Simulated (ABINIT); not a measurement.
# GaN (F-43m): G0W0 in ABINIT against the screening cutoff in the self-energy

Wanted: the cheapest screening cutoff in the self-energy that holds the gap of GaN (F-43m).

Calculated with ABINIT 10.8.3; LDA and many-body steps on it, plane waves.

## 1. The starting structure

The structure is cubic, space group F-43m (No. 216). The conventional cell has a = 4.507 Å, b = 4.507 Å, c = 4.507 Å, α = 90.00°, β = 90.00°, γ = 90.00°. Nearest to Ga lie 4 N at 1.95 Å. Nearest to N lie 4 Ga at 1.95 Å. Farther neighbours and most contacts between anions are not listed.

The cell and positions are those that the Materials Project relaxed with its own functionals (PBE, PBE+U or r2SCAN), kept fixed. This is not the form that GaN usually takes at ambient conditions.

## 2. Screening, 4×4×4 mesh, 77 bands, screening to 217.7 eV

This step: ABINIT 10.8.3; RPA screening on LDA, plane waves, norm-conserving pseudopotentials.

The RPA dielectric matrix is built and inverted for each q.

The input, run.abi:

```
acell 3*1.0 Angstrom
rprim 
  0.000000000000 2.253500607500 2.253500607500
  2.253500607500 0.000000000000 2.253500607500
  2.253500607500 2.253500607500 0.000000000000
ntypat 2
znucl 31 7
natom 2
typat 1 2
xred 
  0.000000000000 0.000000000000 0.000000000000
  0.750000000000 0.750000000000 0.750000000000
pp_dirpath "pseudos"
pseudos "Ga.upf, N.upf"
ecut 36
ngkpt 4 4 4
nshiftk 1
shiftk 0 0 0
kptopt 1
chksymbreak 0
istwfk *1
occopt 1
irdwfk 1
optdriver 3
nband 77
ecuteps 8
inclvkb 2
awtr 1
symchi 1
indata_prefix "in"
outdata_prefix "out"
tmpdata_prefix "tmp"
```

Command:

```bash
OMP_NUM_THREADS=1 mpirun -n 4 abinit run.abi > log
```

The program printed:

```text
.Version 10.8.3 of ABINIT. v10.8.2 released Aug 2026.

 Symmetries : space group F-4 3 m (#216); Bravais cF (face-center cubic)
[... echo of the input left out ...]
== DATASET  1 ==================================================================
-   mpi_nproc: 4, omp_nthreads: 1 (-1 if OMP is not activated)

--- !DatasetInfo
iteration_state: {dtset: 1, }
dimensions: {natom: 2, nkpt: 8, mband: 77, nsppol: 1, nspinor: 1, nspden: 1, mpw: 1639, }
cutoff_energies: {ecut:  36.0, pawecutdg:  -1.0, }
electrons: {nelect:   1.80000000E+01, charge:   0.00000000E+00, occopt:   1.00000000E+00, tsmear:   1.00000000E-02, }

 SCREENING: Calculation of the susceptibility and dielectric matrices

 Based on a program developped by R.W. Godby, V. Olevano, G. Onida, and L. Reining.
 Incorporated in ABINIT by V. Olevano, G.-M. Rignanese, and M. Torrent.
.Using double precision arithmetic ; gwpc =  8

[... cell and pseudopotentials left out ...]
--------------------------------------------------------------------------------

 ==== K-mesh for the wavefunctions ====
 Number of points in the irreducible wedge :     8
[... list of points left out ...]
 Together with 24 symmetry operations and time-reversal symmetry
 yields    64 points in the full Brillouin Zone.

 ==== Q-mesh for the screening function ====
 Number of points in the irreducible wedge :     8
[... list of points left out ...]
 Together with 24 symmetry operations and time-reversal symmetry
 yields    64 points in the full Brillouin Zone.

 setmesh: FFT mesh size selected  =    24x   24x   24
          total number of points  =        13824

 vcoul_init : cutoff-mode = AUXILIARY_FUNCTION
 q-points for optical limit:   1
     1)      0.000010    0.000020    0.000030

- screening: taking advantage of time-reversal symmetry
- Maximum band index for partially occupied states nbvw = 9
- Remaining bands to be divided among processors   nbcw = 68
- Number of bands treated by each node ~17

 Number of electrons calculated from density =   18.0000; Expected =   18.0000
 average of density, n =  0.116539
 r_s =    1.2700
 omega_plasma =   32.9300 [eV]

 calculating chi0 at frequencies [eV] :
  1    0.000000E+00    0.000000E+00
  2    0.000000E+00    3.293002E+01

--------------------------------------------------------------------------------
  q-point number  1        q = ( 0.000000, 0.000000, 0.000000) [r.l.u.]
--------------------------------------------------------------------------------
[... chi0 elements left out ...]
 For q-point:  0.000010 0.000020 0.000030
  dielectric constant =   8.9282
  dielectric constant without local fields =   9.6036

  Average fulfillment of the sum rule on Im[epsilon] for q-point    1 :     66.15  [%]
[... wings left out ...]
  q-point number  2        q = ( 0.250000, 0.000000, 0.000000) [r.l.u.]
--------------------------------------------------------------------------------
[... chi0 elements left out ...]
  Average fulfillment of the sum rule on Im[epsilon] for q-point    2 :     87.53  [%]

 [... 6 further q-points ...]
```

The job ended after 9.1 s (4 MPI ranks of Arm Neoverse V2, shared host; peak memory 0.47 GiB).

This step gave:

- ε∞ with local fields, on this mesh, along the program's q direction: 8.928
- the same without local fields: 9.604
- plasma frequency: 32.93 eV
- plane waves in the screening matrix: 169

Local fields lower ε∞ by 7 %. On a Γ-centred mesh this coarse the value itself is usually too large, while a short band sum pulls it down.

## 3. 0.8 Ha

This step: G0W0 on LDA, plane waves, norm-conserving pseudopotentials.

run.abi: that of step 2 with these lines changed.

```diff
@@ -23,8 +23,15 @@
 irdwfk 1
-optdriver 3
+optdriver 4
 nband 77
-ecuteps 8
-inclvkb 2
-awtr 1
-symchi 1
+gwcalctyp 0
+ecutsigx 36
+symsigma 1
+nkptgw 1
+kptgw 
+  0.0000000000 0.0000000000 0.0000000000
+bdgw 
+  7 13
+ecuteps 0.8
+irdscr 1
+ppmodel 1
 indata_prefix "in"
```

The program printed:

```text
.Version 10.8.3 of ABINIT. v10.8.2 released Aug 2026.

 Symmetries : space group F-4 3 m (#216); Bravais cF (face-center cubic)
[... echo of the input left out ...]
== DATASET  1 ==================================================================
-   mpi_nproc: 4, omp_nthreads: 1 (-1 if OMP is not activated)

--- !DatasetInfo
iteration_state: {dtset: 1, }
dimensions: {natom: 2, nkpt: 8, mband: 77, nsppol: 1, nspinor: 1, nspden: 1, mpw: 1639, }
cutoff_energies: {ecut:  36.0, pawecutdg:  -1.0, }
electrons: {nelect:   1.80000000E+01, charge:   0.00000000E+00, occopt:   1.00000000E+00, tsmear:   1.00000000E-02, }

 SIGMA: Calculation of the GW corrections

 Based on a program developped by R.W. Godby, V. Olevano, G. Onida, and L. Reining.
 Incorporated in ABINIT by V. Olevano, G.-M. Rignanese, and M. Torrent.
.Using double precision arithmetic ; gwpc =  8

[... cell and pseudopotentials left out ...]
--------------------------------------------------------------------------------

 ==== K-mesh for the wavefunctions ====
 Number of points in the irreducible wedge :     8
[... list of points left out ...]
 Together with 24 symmetry operations and time-reversal symmetry
 yields    64 points in the full Brillouin Zone.

 ==== Q-mesh for screening function ====
 Number of points in the irreducible wedge :     8
[... list of points left out ...]
 Together with 24 symmetry operations and time-reversal symmetry
 yields    64 points in the full Brillouin Zone.

 vcoul_init : cutoff-mode = AUXILIARY_FUNCTION
 q-points for optical limit:   1
     1)      0.000010    0.000020    0.000030
 setmesh: FFT mesh size selected  =    36x   36x   36
          total number of points  =        46656

 Number of electrons calculated from density =   18.0000; Expected =   18.0000
 average of density, n =  0.116539
 r_s =    1.2700
 omega_plasma =   32.9300 [eV]

 === KS Band Gaps ===
  >>>> For spin  1
   Minimum direct gap =   1.7696 [eV], located at k-point      :   0.0000  0.0000  0.0000
   Fundamental gap    =   1.7696 [eV], Top of valence bands at :   0.0000  0.0000  0.0000
                                       Bottom of conduction at :   0.0000  0.0000  0.0000
 SIGMA fundamental parameters:
 PLASMON POLE MODEL  1
 number of plane-waves for SigmaX                 1639
 number of plane-waves for SigmaC and W              1
 number of plane-waves for wavefunctions          1639
 number of bands                                    77
 number of independent spin polarizations            1
 number of spinorial components                      1
 number of k-points in IBZ                           8
 number of q-points in IBZ                           8
 number of symmetry operations                      24
 number of k-points in BZ                           64
 number of q-points in BZ                           64
 number of frequencies for dSigma/dE                 9
 frequency step for dSigma/dE [eV]                0.25
 number of omega for Sigma on real axis              0
 max omega for Sigma on real axis  [eV]           0.00
 zcut for avoiding poles [eV]                     0.10

 EPSILON^-1 parameters (SCR file):
 dimension of the eps^-1 matrix on file            169
 dimension of the eps^-1 matrix used                 1
 number of plane-waves for wavefunctions          1639
 number of bands                                    77
 number of q-points in IBZ                           8
 number of frequencies                               2
 number of real frequencies                          1
 number of imag frequencies                          1

 matrix elements of self-energy operator (all in [eV])

 Perturbative Calculation

--- !SelfEnergy_ee
iteration_state: {dtset: 1, }
kpoint     : [   0.000,    0.000,    0.000, ]
spin       : 1
KS_gap     :    1.770
QP_gap     :    3.297
Delta_QP_KS:    1.528
data: !SigmaeeData |
     Band     E0 <VxcDFT>   SigX SigC(E0)      Z dSigC/dE  Sig(E)    E-E0       E
        7   4.956 -18.201 -21.323   2.931   0.872  -0.146 -18.367  -0.166   4.790
        8   4.956 -18.201 -21.323   2.931   0.872  -0.146 -18.367  -0.166   4.790
        9   4.956 -18.201 -21.323   2.931   0.872  -0.146 -18.367  -0.166   4.790
       10   6.725 -14.263  -9.748  -2.956   0.874  -0.144 -12.901   1.362   8.087
       11  15.112 -12.737  -7.225  -3.491   0.870  -0.149 -10.979   1.759  16.870
       12  15.112 -12.737  -7.225  -3.491   0.870  -0.149 -10.979   1.759  16.870
       13  15.112 -12.737  -7.225  -3.491   0.870  -0.149 -10.979   1.759  16.870

== END DATASET(S) ==============================================================
================================================================================

 -outvars: echo values of variables after computation  --------
           etotal      0.0000000000E+00
            nband          77
             nkpt           8
          spgroup         216
 [... the other variables as echoed above ...]

 Calculation completed.
```

It took 2.2 s on 4 MPI ranks; peak memory 0.11 GiB; 8.3 s of CPU time.

Numbers from this step:

| Property | Result |
| --- | --- |
| G0W0 gap on the points computed | 3.297 eV |
| starting gap on the mesh | 1.770 eV |
| k of the valence top | 0, 0, 0 |
| k of the conduction bottom | 0, 0, 0 |
| Z at the valence top | 0.872 |
| Z at the conduction bottom | 0.874 |
| least direct G0W0 gap on the computed points | 3.297 eV |

## 4. 1.6 Ha

run.abi: that of step 3 with these lines changed.

```diff
@@ -33,3 +33,3 @@
   7 13
-ecuteps 0.8
+ecuteps 1.6
 irdscr 1
```

The program printed:

```text
.Version 10.8.3 of ABINIT. v10.8.2 released Aug 2026.

 Symmetries : space group F-4 3 m (#216); Bravais cF (face-center cubic)
[... echo of the input left out ...]
== DATASET  1 ==================================================================
-   mpi_nproc: 4, omp_nthreads: 1 (-1 if OMP is not activated)

--- !DatasetInfo
iteration_state: {dtset: 1, }
dimensions: {natom: 2, nkpt: 8, mband: 77, nsppol: 1, nspinor: 1, nspden: 1, mpw: 1639, }
cutoff_energies: {ecut:  36.0, pawecutdg:  -1.0, }
electrons: {nelect:   1.80000000E+01, charge:   0.00000000E+00, occopt:   1.00000000E+00, tsmear:   1.00000000E-02, }

 SIGMA: Calculation of the GW corrections

 Based on a program developped by R.W. Godby, V. Olevano, G. Onida, and L. Reining.
 Incorporated in ABINIT by V. Olevano, G.-M. Rignanese, and M. Torrent.
.Using double precision arithmetic ; gwpc =  8

[... cell and pseudopotentials left out ...]
--------------------------------------------------------------------------------

 ==== K-mesh for the wavefunctions ====
 Number of points in the irreducible wedge :     8
[... list of points left out ...]
 Together with 24 symmetry operations and time-reversal symmetry
 yields    64 points in the full Brillouin Zone.

 ==== Q-mesh for screening function ====
 Number of points in the irreducible wedge :     8
[... list of points left out ...]
 Together with 24 symmetry operations and time-reversal symmetry
 yields    64 points in the full Brillouin Zone.

 vcoul_init : cutoff-mode = AUXILIARY_FUNCTION
 q-points for optical limit:   1
     1)      0.000010    0.000020    0.000030
 setmesh: FFT mesh size selected  =    36x   36x   36
          total number of points  =        46656

 Number of electrons calculated from density =   18.0000; Expected =   18.0000
[...]
number of q-points in BZ                           64
 number of frequencies for dSigma/dE                 9
 frequency step for dSigma/dE [eV]                0.25
 number of omega for Sigma on real axis              0
 max omega for Sigma on real axis  [eV]           0.00
 zcut for avoiding poles [eV]                     0.10

 EPSILON^-1 parameters (SCR file):
 dimension of the eps^-1 matrix on file            169
 dimension of the eps^-1 matrix used                15
 number of plane-waves for wavefunctions          1639
 number of bands                                    77
 number of q-points in IBZ                           8
 number of frequencies                               2
 number of real frequencies                          1
 number of imag frequencies                          1

 matrix elements of self-energy operator (all in [eV])

 Perturbative Calculation

--- !SelfEnergy_ee
iteration_state: {dtset: 1, }
kpoint     : [   0.000,    0.000,    0.000, ]
spin       : 1
KS_gap     :    1.770
QP_gap     :    2.006
Delta_QP_KS:    0.237
data: !SigmaeeData |
     Band     E0 <VxcDFT>   SigX SigC(E0)      Z dSigC/dE  Sig(E)    E-E0       E
        7   4.956 -18.201 -21.323   3.371   0.817  -0.224 -17.997   0.204   5.160
        8   4.956 -18.201 -21.323   3.371   0.817  -0.224 -17.997   0.204   5.160
        9   4.956 -18.201 -21.323   3.371   0.817  -0.224 -17.997   0.204   5.160
       10   6.725 -14.263  -9.748  -3.986   0.835  -0.198 -13.822   0.441   7.166
       11  15.112 -12.737  -7.225  -4.622   0.832  -0.202 -11.997   0.741  15.852
       12  15.112 -12.737  -7.225  -4.622   0.832  -0.202 -11.997   0.741  15.852
       13  15.112 -12.737  -7.225  -4.622   0.832  -0.202 -11.997   0.741  15.852

== END DATASET(S) ==============================================================
================================================================================

 -outvars: echo values of variables after computation  --------
           etotal      0.0000000000E+00
            nband          77
             nkpt           8
          spgroup         216
 [... the other variables as echoed above ...]

 Calculation completed.
```

Elapsed: 2.2 s, on 4 MPI ranks; peak memory 0.11 GiB; 8.3 s of CPU time.

Numbers from this step:

```yaml
g0w0_gap_on_the_points_computed: 2.006 eV
starting_gap_on_the_mesh: 1.770 eV
k_of_the_valence_top: 0, 0, 0
k_of_the_conduction_bottom: 0, 0, 0
z_at_the_valence_top: 0.817
z_at_the_conduction_bottom: 0.835
least_direct_g0w0_gap_on_the_computed_points: 2.006 eV
```

## 5. 2.8 Ha

The self-energy is evaluated for the states that the input lists, and the levels follow from it, in one-shot runs by the linearised quasiparticle equation.

run.abi: that of step 4 with these lines changed.

```diff
@@ -33,3 +33,3 @@
   7 13
-ecuteps 1.6
+ecuteps 2.8
 irdscr 1
```

The program printed:

```text
.Version 10.8.3 of ABINIT. v10.8.2 released Aug 2026.

 Symmetries : space group F-4 3 m (#216); Bravais cF (face-center cubic)
[... echo of the input left out ...]
== DATASET  1 ==================================================================
-   mpi_nproc: 4, omp_nthreads: 1 (-1 if OMP is not activated)

--- !DatasetInfo
iteration_state: {dtset: 1, }
dimensions: {natom: 2, nkpt: 8, mband: 77, nsppol: 1, nspinor: 1, nspden: 1, mpw: 1639, }
cutoff_energies: {ecut:  36.0, pawecutdg:  -1.0, }
[...]
11  15.112 -12.737  -7.225  -4.751   0.829  -0.207 -12.107   0.630  15.742
       12  15.112 -12.737  -7.225  -4.751   0.829  -0.207 -12.107   0.630  15.742
       13  15.112 -12.737  -7.225  -4.751   0.829  -0.207 -12.107   0.630  15.742

== END DATASET(S) ==============================================================
================================================================================

 -outvars: echo values of variables after computation  --------
           etotal      0.0000000000E+00
            nband          77
             nkpt           8
          spgroup         216
 [... the other variables as echoed above ...]

 Calculation completed.
```

Wall time 2.4 s (4 MPI ranks); peak memory 0.11 GiB; 9 s of CPU time.

Numbers from this step:

| Quantity | Value |
| --- | --- |
| G0W0 gap on the points computed | 2.060 eV |
| starting gap on the mesh | 1.770 eV |
| k of the valence top | 0, 0, 0 |
| k of the conduction bottom | 0, 0, 0 |
| least direct G0W0 gap on the computed points | 2.060 eV |

The gap on the mesh goes from 1.77 eV to 2.06 eV, a correction of +0.29 eV.

(Continued in part 2 of 2.)

[Paths, hosts, dates, memory and timing lines, banners, echoed tables and standing remarks are left out of the program output.]

[Logs are printed without paths, hosts, clocks, repeated set-up lines and the standing remarks that a program may print on its own settings, such as how far it seeks lower states.]

[Runs of the session that timed out or met a known fault of the program may be left out.]

[Hosts, paths, dates, database ids (printed as entryN), source tags and the programs' standing remarks are cut or masked in the printed files.]

[G0W0 gaps are taken among the corrected bands and points alone; a level outside them can change the order at an edge.]

[Where Ansatz stands beside ABINIT at settings called matched, ABINIT's density can come from a denser mesh and the files from another edition; pairs whose starting gaps differed by over 0.03 eV were left out, so agreement reads better than it is.]
